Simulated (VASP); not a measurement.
VASP 6.6.1 run: SrCl2

INCAR

```
NELM = 120
BMIX = 0.0001
LREAL = .FALSE.
NBANDS = 19
ISIF = 2
ENCUT = 520
PREC = Accurate
IBRION = -1
EDIFF = 1E-7
LASPH = .TRUE.
AMIX = 0.2
SIGMA = 0.02
LWAVE = .FALSE.
NSW = 0
LCHARG = .FALSE.
ISMEAR = -1
METAGGA = MBJ
```

KPOINTS

```
KPOINTS created by Atomic Simulation Environment
0
Gamma
6 6 6
0 0 0
```

POSCAR

```
Sr Cl
 1.0000000000000000
    -0.0000000000000000    3.4977180852531600    3.4977180852531600
     3.4977180852531600    0.0000000000000000    3.4977180852531600
     3.4977180852531600    3.4977180852531600    0.0000000000000000
 Sr  Cl
   1   2
Cartesian
  0.0000000000000000 -0.0000000000000000 -0.0000000000000000
  1.7488590426265800  1.7488590426265800  1.7488590426265800
  5.2465771278797408  5.2465771278797408  5.2465771278797408
```

The recommended PBE PAW datasets give the neutral cell 24 valence electrons.

Command

```
mpirun -np 1 vasp_std
```

Task: How does this run end, and what does it give?

Result: It didn't converge.

OSZICAR

```
N       E                     dE             d eps       ncg     rms          rms(c)
DAV:   1     0.385592637409E+03    0.38559E+03   -0.11614E+04   608   0.114E+03
DAV:   2     0.236698881447E+03   -0.14889E+03   -0.14285E+03   814   0.227E+02
DAV:   3     0.227030318056E+03   -0.96686E+01   -0.96339E+01   903   0.565E+01
DAV:   4     0.226828496420E+03   -0.20182E+00   -0.20101E+00   895   0.706E+00
DAV:   5     0.226825281090E+03   -0.32153E-02   -0.32144E-02   837   0.849E-01    0.172E+01
DAV:   6     0.225632696691E+03   -0.11926E+01   -0.18395E+01   890   0.306E+01    0.243E+01
DAV:   7     0.225126471427E+03   -0.50623E+00   -0.30128E+00   677   0.104E+01    0.177E+01
DAV:   8     0.226218343216E+03    0.10919E+01   -0.66851E-01   666   0.430E+00    0.188E+01
DAV:   9     0.227597670940E+03    0.13793E+01   -0.14641E+00   672   0.868E+00    0.272E+01
DAV:  10     0.226499691681E+03   -0.10980E+01   -0.11309E+00   626   0.608E+00    0.267E+01
...
DAV: 112     0.298134593116E+03   -0.51136E+01   -0.24729E+02   789   0.170E+02    0.202E+02
DAV: 113     0.303155085991E+03    0.50205E+01   -0.61016E+01   904   0.103E+02    0.112E+02
DAV: 114     0.289058380146E+03   -0.14097E+02   -0.11842E+02   608   0.146E+02    0.339E+02
DAV: 115     0.294305407134E+03    0.52470E+01   -0.39132E+01   672   0.851E+01    0.128E+02
DAV: 116     0.289488261839E+03   -0.48171E+01   -0.72383E+01   698   0.169E+02    0.272E+02
DAV: 117    -0.139170479280E+03   -0.42866E+03   -0.30971E+03   728   0.132E+03    0.237E+02
DAV: 118     0.268910971840E+03    0.40808E+03   -0.16883E+03   968   0.473E+02    0.109E+02
DAV: 119     0.287726491681E+03    0.18816E+02   -0.49236E+02  1160   0.237E+02    0.930E+01
DAV: 120     0.241498869029E+03   -0.46228E+02   -0.32430E+02   736   0.251E+02
   1 F= 0.24149887E+03 E0= 0.24149887E+03  d E =-.359135E-13
```

Standard output (part)

```
POSCAR found type information on POSCAR SrCl
 POSCAR found :  2 types and       3 ions
 LDA part: xc-table for (None), standard interpolation
 POSCAR, INCAR and KPOINTS ok, starting setup
 WAVECAR not read
 entering main loop
|     The electronic self-consistency was not achieved in the given           |
|     number of steps (NELM). The forces and other quantities evaluated       |
|     might not be reliable so examine the results carefully. If you find     |
|     spurious results, we suggest increasing NELM, if you were close to      |
|     convergence or switching to a different ALGO or adjusting the           |
|     density mixing parameters otherwise.                                    |
```
